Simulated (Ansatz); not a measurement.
**Moving the functional in FeO**

It takes space group Fm-3m (No. 225, cubic). Conventional cell: a = 4.311 Å, b = 4.311 Å, c = 4.311 Å, α = 90.00°, β = 90.00°, γ = 90.00°. Fe (site symmetry m-3m) is surrounded by 6 O at 2.16 Å. Around O (site symmetry m-3m) lie 6 Fe at 2.16 Å.

Kept alike: task band structure; k mesh 11 × 11 × 11; occupations fermi-dirac, width 0.05 eV; collinear spin, ferromagnetic start. Program: Ansatz, Ansatz PAW, cutoff 420 eV. The mesh is that of the run's cell of 2 atoms. No spin-orbit coupling.

| run | pressure (GPa) | largest site moment (μB) |
| --- | --- | --- |
| A | -15.61 | 3.42 |
| B | -8.54 | 3.44 |
| C | -0.21 | 3.45 |

Pressure is positive in compression, with a Pulay correction for the finite cutoff. For a metal such a mesh leaves the last digits unconverged. The measured crystal is an antiferromagnetic insulator; a metallic or parallel state is the runs' own. The runs hold the magnetic state that their start led to, which needn't be the lowest. Site moments count inside each atom's sphere or projector. All rows use potentials made for PBE.

The runs differ in the functional alone: LDA; PBE; PBEsol. Which run is which?

Run A is LDA; run B is PBEsol; run C is PBE. The pressure runs from -15.61 (LDA) to -0.21 GPa (PBE). From PBE: LDA -15.40; PBEsol -8.33. The largest site moment runs from 3.42 (LDA) to 3.45 μB (PBE). From PBE: LDA -0.03; PBEsol -0.01.
